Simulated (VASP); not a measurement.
A run of VASP 6.6.1 is set up as follows.

File POSCAR:

```
NaCl                                    
1.0
    0.0000000000      2.7899681949      2.7899681949
    2.7899681949      0.0000000000      2.7899681949
    2.7899681949      2.7899681949      0.0000000000
  Na              Cl            
     1     1
Direct
     0.0000000000000000    0.0000000000000000    0.0000000000000000
     0.5000000000000000    0.5000000000000000    0.5000000000000000
```

The input INCAR.step1:

```
ALGO = Normal
EDIFF = 1E-7
ENCUT = 520
GGA = PE
ISIF = 2
ISMEAR = 0
IVDW = 12
LASPH = True
LCHARG = True
LREAL = False
LWAVE = False
NBANDS = 14
NELM = 80
PREC = Accurate
SIGMA = 0.02
```

File KPOINTS.step1:

```
k-points
0
Gamma
  8 8 8
```

File INCAR.step2:

```
ALGO = Normal
EDIFF = 1E-7
ENCUT = 520
GGA = PE
ICHARG = 11
ISIF = 2
ISMEAR = 0
IVDW = 12
LASPH = True
LCHARG = False
LREAL = False
LWAVE = False
NBANDS = 14
NELM = 80
PREC = Accurate
SIGMA = 0.05
```

The input KPOINTS.step2:

```
path GXWKGLUWLK,UX
15
line-mode
reciprocal
 0.0000000000  0.0000000000  0.0000000000  G
 0.5000000000  0.0000000000  0.5000000000  X

 0.5000000000  0.0000000000  0.5000000000  X
 0.5000000000  0.2500000000  0.7500000000  W

 0.5000000000  0.2500000000  0.7500000000  W
 0.3750000000  0.3750000000  0.7500000000  K

 0.3750000000  0.3750000000  0.7500000000  K
 0.0000000000  0.0000000000  0.0000000000  G

 0.0000000000  0.0000000000  0.0000000000  G
 0.5000000000  0.5000000000  0.5000000000  L

 0.5000000000  0.5000000000  0.5000000000  L
 0.6250000000  0.2500000000  0.6250000000  U

 0.6250000000  0.2500000000  0.6250000000  U
 0.5000000000  0.2500000000  0.7500000000  W

 0.5000000000  0.2500000000  0.7500000000  W
 0.5000000000  0.5000000000  0.5000000000  L

 0.5000000000  0.5000000000  0.5000000000  L
 0.3750000000  0.3750000000  0.7500000000  K

 0.6250000000  0.2500000000  0.6250000000  U
 0.5000000000  0.0000000000  0.5000000000  X
```

Potentials or basis: VASP PAW PBE potentials, release 64 (Na_pv, Cl).

The run is started by

```console
$ cat potpaw_PBE.64/Na_pv/POTCAR potpaw_PBE.64/Cl/POTCAR > POTCAR
$ cp INCAR.step1 INCAR
$ cp KPOINTS.step1 KPOINTS
$ mpirun -np 1 vasp_std > vasp.out
$ cp INCAR.step2 INCAR
$ cp KPOINTS.step2 KPOINTS
$ mpirun -np 1 vasp_std > vasp.out
```

Q: Predict the band gap along the path.

A: 5.23 eV, direct.

Q: Predict the band gap on the k mesh.

A: 5.23 eV, direct.

Q: Predict the dispersion energy per atom.

A: -0.222 eV.

Levels at the corners of the path, in eV from the valence-band top:
```
point  band 3  band 4  band 5  band 6  band 7  band 8  band 9  band 10  band 11  band 12
    Γ  -20.76  -12.73    0.00    0.00    0.00    5.23   11.15    11.15    11.15    13.36
    X  -20.77  -12.31   -1.74   -0.63   -0.63    7.63    8.05    11.55    15.07    15.07
    X  -20.77  -12.31   -1.74   -0.63   -0.63    7.63    8.05    11.55    15.07    15.07
    W  -20.77  -12.29   -1.25   -1.25   -0.79    8.96    9.79     9.79    11.52    15.96
    W  -20.77  -12.29   -1.25   -1.25   -0.79    8.96    9.79     9.79    11.52    15.96
    K  -20.76  -12.30   -1.48   -1.17   -0.52    8.30    9.13    10.72    12.94    13.79
    K  -20.76  -12.30   -1.48   -1.17   -0.52    8.30    9.13    10.72    12.94    13.79
    Γ  -20.76  -12.73    0.00    0.00    0.00    5.23   11.15    11.15    11.15    13.36
    Γ  -20.76  -12.73    0.00    0.00    0.00    5.23   11.15    11.15    11.15    13.36
    L  -20.76  -12.36   -2.02   -0.28   -0.28    7.33   10.89    11.05    11.05    15.20
    L  -20.76  -12.36   -2.02   -0.28   -0.28    7.33   10.89    11.05    11.05    15.20
    U  -20.76  -12.30   -1.48   -1.17   -0.52    8.30    9.13    10.72    12.94    13.79
    U  -20.76  -12.30   -1.48   -1.17   -0.52    8.30    9.13    10.72    12.94    13.79
    W  -20.77  -12.29   -1.25   -1.25   -0.79    8.96    9.79     9.79    11.52    15.96
    W  -20.77  -12.29   -1.25   -1.25   -0.79    8.96    9.79     9.79    11.52    15.96
    L  -20.76  -12.36   -2.02   -0.28   -0.28    7.33   10.89    11.05    11.05    15.20
    L  -20.76  -12.36   -2.02   -0.28   -0.28    7.33   10.89    11.05    11.05    15.20
    K  -20.76  -12.30   -1.48   -1.17   -0.52    8.30    9.13    10.72    12.94    13.79
    U  -20.76  -12.30   -1.48   -1.17   -0.52    8.30    9.13    10.72    12.94    13.79
    X  -20.77  -12.31   -1.74   -0.63   -0.63    7.63    8.05    11.55    15.07    15.07
```

Caveat: the log is that of the step along the path at fixed density, whose energy, stress, charges and moments have no meaning. A hybrid or GW would open this gap; PBE tends to underestimate it.
